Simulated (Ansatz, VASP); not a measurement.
**ZnCu: VASP beside Ansatz**

```
Zn Cu
1.0
     2.94500    0.01473    0.01473
     0.01473    2.94500    0.01473
     0.01473    0.01473    2.94500
Zn Cu
1 1
Direct
  0.50000 0.50000 0.50000
  0.00000 0.00000 0.00000
```

Change from the starting cell: equal xy, yz and zx shear strains of +1 %.

Alike in both runs: task single point; functional PBEsol; k mesh 14 × 14 × 14; occupations fermi-dirac, width 0.05 eV; no spin polarisation.

```csv
,VASP,Ansatz
version,VASP 6.6.1,Ansatz 0.2.0
potentials or method,"VASP PAW PBE potentials, release 64 (Zn, Cu), cutoff 520 eV","all-electron LAPW, scalar-relativistic"
```

VASP gave:

| Quantity | Value |
| --- | --- |
| pressure (GPa) | -4.1 |
| largest component of the traceless stress (GPa) | 0.90 |

Task: What did Ansatz give for the same quantities?

Result: Pressure (GPa): -4.7; largest component of the traceless stress (GPa): 0.89.

Ansatz ran all-electron here, so the differences hold the error of VASP's frozen core and of both bases.

Caveats: the PAW data sets were made with another functional, which shifts forces and pressure a little (VASP).
